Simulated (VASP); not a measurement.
# PbS (Fm-3m) in VASP: a series of runs, part 2 of 2

VASP 6.6.1.

### Step 5. Relaxation of cell and atoms, RPBE

The input, INCAR:

```
SYSTEM = PbS
  PREC = Accurate
  ENCUT = 600
  EDIFF = 1E-7
  ISMEAR = 0
  SIGMA = 0.02
  LREAL = .False.
  LASPH = .True.
  NELM = 60
  ALGO = Fast
  ISIF = 3
  LWAVE = .False.
  LCHARG = .False.
  GGA = RP
  IBRION = 2
  NSW = 90
  EDIFFG = -0.005
```

The input, KPOINTS:

```
Automatic mesh
0
Gamma
  10 10 10
  0 0 0
```

The input, POSCAR:

```
PbS
1.0
    0.0000000000      2.9880867000      2.9880867000
    2.9880867000      0.0000000000      2.9880867000
    2.9880867000      2.9880867000      0.0000000000
Pb S
1 1
Direct
    0.5000000000      0.5000000000      0.5000000000
    0.0000000000      0.0000000000      0.0000000000
```

Potentials or basis: VASP PAW PBE potentials, release 64 (Pb_d, S).

On the command line:

```sh
> cat potpaw_PBE.64/Pb_d/POTCAR potpaw_PBE.64/S/POTCAR > POTCAR
> mpirun -np 1 vasp_std > vasp.out
```

OUTCAR:

```text
SYSTEM = PbS
   PREC = Accurate
   ENCUT = 600
   EDIFF = 1E-7
   ISMEAR = 0
   LREAL = .False.
   LASPH = .True.
   NELM = 60
   ISIF = 3
   GGA = RP
   IBRION = 2
   NSW = 90
   EDIFFG = -0.005

 ion  position               nearest neighbor table
   1  0.500  0.500  0.500-   2 2.99   2 2.99   2 2.99   2 2.99   2 2.99   2 2.99
   2  0.000  0.000  0.000-   1 2.99   1 2.99   1 2.99   1 2.99   1 2.99   1 2.99

  LATTYP: Found a face centered cubic cell.
 ALAT       =     5.9761734000

  Lattice vectors:

 A1 = (   0.0000000000,   2.9880867000,   2.9880867000)
 A2 = (   2.9880867000,   0.0000000000,   2.9880867000)
 A3 = (   2.9880867000,   2.9880867000,   0.0000000000)

Analysis of symmetry for initial positions (statically):
=====================================================================
 Subroutine PRICEL returns:
 Original cell was already a primitive cell.

 Routine SETGRP: Setting up the symmetry group for a
 face centered cubic supercell.

 Subroutine GETGRP returns: Found 48 space group operations
 (whereof 48 operations were pure point group operations)
 out of a pool of 48 trial point group operations.

The static configuration has the point symmetry O_h .

Analysis of symmetry for dynamics (positions and initial velocities):
=====================================================================
 Subroutine PRICEL returns:
 Original cell was already a primitive cell.

 Routine SETGRP: Setting up the symmetry group for a
 face centered cubic supercell.

 Subroutine GETGRP returns: Found 48 space group operations
 (whereof 48 operations were pure point group operations)
 out of a pool of 48 trial point group operations.

The dynamic configuration has the point symmetry O_h .

 Subroutine INISYM returns: Found 48 space group operations
 (whereof 48 operations are pure point group operations),
[... 132 lines left out ...]
  volume of cell :       53.36
 maximum number of plane-waves:      1807
 NGX is ok and might be reduce to    36
   NGX = 17   NGY = 17   NGZ = 17

--------------------------------------- Ionic step        1  -------------------------------------------

 number of electron      20.0000000 magnetization

 Free energy of the ion-electron system (eV)
  ---------------------------------------------------
  ext. energy  EPLUGINS =         0.00000000
  ---------------------------------------------------
  free energy    TOTEN  =        -8.08577852 eV

  energy without entropy =       -8.08577852  energy(sigma->0) =       -8.08577852

------------------------ aborting loop because EDIFF is reached ----------------------------------------

  FORCE on cell =-STRESS in cart. coord.  units (eV):
  Direction    XX          YY          ZZ          XY          YZ          ZX
  --------------------------------------------------------------------------------------
  -------------------------------------------------------------------------------------
  Total        0.9238173      0.9238173      0.9238173     -0.0000000      0.0000000      0.0000000
  in kB       27.7387618     27.7387618     27.7387618     -0.0000000      0.0000000      0.0000000
  external PRESSURE =      27.7387618 kB  Pullay stress =       0.0000000 kB
[... 59 lines left out ...]
--------------------------------------- Ionic step        3  -------------------------------------------

 number of electron      20.0000000 magnetization

 Free energy of the ion-electron system (eV)
  ---------------------------------------------------
  ext. energy  EPLUGINS =         0.00000000
  ---------------------------------------------------
  free energy    TOTEN  =        -8.10932678 eV

  energy without entropy =       -8.10932678  energy(sigma->0) =       -8.10932678

 E-fermi :   5.0651     XC(G=0):  -9.1565

 val. band max:        4.9387902023   @ k =   0.5000   0.0000   0.0000
 cond. band min:       5.6505641773   @ k =   0.5000   0.0000   0.0000
 fundamental gap:      0.7117739750
 Fermi energy:         5.0650719820

 k-point     1 :       0.0000    0.0000    0.0000
  band No.  band energies     occupation
      1     -11.7973      2.00000
      2     -11.7973      2.00000
      3     -11.7973      2.00000
      4     -11.7747      2.00000
      5     -11.7747      2.00000
      6      -7.9415      2.00000
      7      -1.1282      2.00000
      8       3.1817      2.00000
      9       3.1817      2.00000
     10       3.1817      2.00000
     11      10.0527      0.00000
     12      10.0527      0.00000
     13      10.0527      0.00000
     14      11.9683      0.00000
[... 377 lines left out ...]
      1     -11.8430      2.00000
      2     -11.8087      2.00000
      3     -11.7677      2.00000
      4     -11.7639      2.00000
      5     -11.7571      2.00000
      6      -6.8983      2.00000
      7      -2.3737      2.00000
      8       1.8754      2.00000
      9       2.3343      2.00000
     10       2.4667      2.00000
     11       8.7457      0.00000
     12       9.4034      0.00000
     13       9.8347      0.00000
     14      10.4145      0.00000

 [... further k-points ...]
[... 5 lines left out ...]
  --------------------------------------------------------------------------------------
  -------------------------------------------------------------------------------------
  Total        0.0015886      0.0015886      0.0015886      0.0000000      0.0000000      0.0000000
  in kB        0.0452830      0.0452830      0.0452830      0.0000000      0.0000000      0.0000000
  external PRESSURE =       0.0452830 kB  Pullay stress =       0.0000000 kB
[... 17 lines left out ...]
  FREE ENERGIE OF THE ION-ELECTRON SYSTEM (eV)
  ---------------------------------------------------
  free  energy   TOTEN  =        -8.1093267790 eV

  energy  without entropy=       -8.1093267790  energy(sigma->0) =       -8.10932678

 reached required accuracy - stopping structural energy minimisation
```

OSZICAR:

```text
N       E                     dE             d eps       ncg     rms          rms(c)
DAV:   1     0.159949774786E+03    0.15995E+03   -0.10815E+04  1328   0.167E+03
DAV:   2     0.551220038917E+01   -0.15444E+03   -0.15078E+03  1388   0.374E+02
DAV:   3    -0.822349560328E+01   -0.13736E+02   -0.13513E+02  1718   0.108E+02
[... 41 lines left out ...]
RMM:  10    -0.810932636155E+01    0.46434E-06   -0.33856E-06  1333   0.321E-02    0.754E-04
RMM:  11    -0.810932653305E+01   -0.17150E-06   -0.87393E-07  1053   0.115E-02    0.787E-04
RMM:  12    -0.810932664047E+01   -0.10742E-06   -0.15641E-07   870   0.704E-03    0.681E-04
RMM:  13    -0.810932675512E+01   -0.11466E-06   -0.87427E-08   812   0.505E-03    0.533E-04
RMM:  14    -0.810932677896E+01   -0.23836E-07   -0.52330E-08   777   0.401E-03
   3 F= -.81093268E+01 E0= -.81093268E+01  d E =-.235483E-01
```

CONTCAR:

```text
PbS
   1.00000000000000
     0.0000000000000000    3.0403201724497784    3.0403201724497784
     3.0403201724497784    0.0000000000000000    3.0403201724497784
     3.0403201724497784    3.0403201724497784    0.0000000000000000
  Pb              S
     1     1
Direct
     0.5000000000000000    0.5000000000000000    0.5000000000000000
     0.0000000000000000    0.0000000000000000    0.0000000000000000

  0.00000000E+00  0.00000000E+00  0.00000000E+00
  0.00000000E+00  0.00000000E+00  0.00000000E+00
```

Run time: 85 s. Hardware: 1 thread of Intel Xeon Platinum 8488C (Sapphire Rapids), shared host; peak memory 0.24 GiB.

Results:

| Property | Result |
| --- | --- |
| Free energy | -8.1093 eV |
| Relaxed volume | 28.10 Å³/atom |
| Relaxed cell | a = 4.300 Å, b = 4.300 Å, c = 4.300 Å, α = 60.00°, β = 60.00°, γ = 60.00° |
| Space group after relaxing (to 0.05 Å) | Fm-3m (No. 225) |
| Energy gained by relaxing | 11.8 meV/atom |
| Ionic steps | 3 |
| Pressure after relaxing | 0.0 GPa |
| Band gap on the k mesh | 0.71 eV, direct |

The path:
```
step  energy change (eV)  largest force (eV/Å)  pressure (GPa)  volume (Å³)
   1              0.0000                0.0000            2.77        53.36
   2             -0.0219                0.0000           -0.64        57.01
   3             -0.0235                0.0000            0.00        56.21
```

Final structure:
```cif
data_structure
_symmetry_space_group_name_H-M 'P 1'
_symmetry_Int_Tables_number 1
_cell_length_a 4.2997
_cell_length_b 4.2997
_cell_length_c 4.2997
_cell_angle_alpha 60.000
_cell_angle_beta 60.000
_cell_angle_gamma 60.000
_cell_volume 56.21
loop_
_atom_site_label
_atom_site_type_symbol
_atom_site_fract_x
_atom_site_fract_y
_atom_site_fract_z
_atom_site_occupancy
Pb1 Pb 0.50000 0.50000 0.50000 1
S1 S 0.00000 0.00000 0.00000 1
```

Caveat: the PAW data sets were made with another functional, which shifts forces and pressure a little; spin-orbit coupling is left out, which as a rule narrows the gap of such compounds by several tenths of an eV. A k mesh can miss the band edges.

### Step 6. Overview

```csv
task,level,potentials or basis,cell,k mesh,cutoff (eV),mesh quality,gap on the mesh (eV),pressure (GPa),relaxed volume (Å³/atom)
relaxation of cell and atoms,PBEsol,"VASP PAW PBE potentials, release 64 (Pb_d, S)",relaxed,4 × 4 × 4,600,coarse,0.21,0.0,25.76
single point,PBEsol,"VASP PAW PBE potentials, release 64 (Pb_d, S)",as given,10 × 10 × 10,520,not flagged,0.34,-2.1,-
relaxation of cell and atoms,PBEsol,"VASP PAW PBE potentials, release 64 (Pb, S)",relaxed,10 × 10 × 10,580,not flagged,0.18,0.0,25.62
relaxation of cell and atoms,RPBE,"VASP PAW PBE potentials, release 64 (Pb_d, S)",relaxed,10 × 10 × 10,600,not flagged,0.71,0.0,28.10
```

Alike in all rows: no spin polarisation; smearing gaussian 0.02 eV.

Caveats: some runs use coarse meshes; the PAW data sets were made with another functional, which shifts forces and pressure a little; spin-orbit coupling is left out, which as a rule narrows the gap of such compounds by several tenths of an eV.

Absolute energies hang on the potentials; compare differences alone.
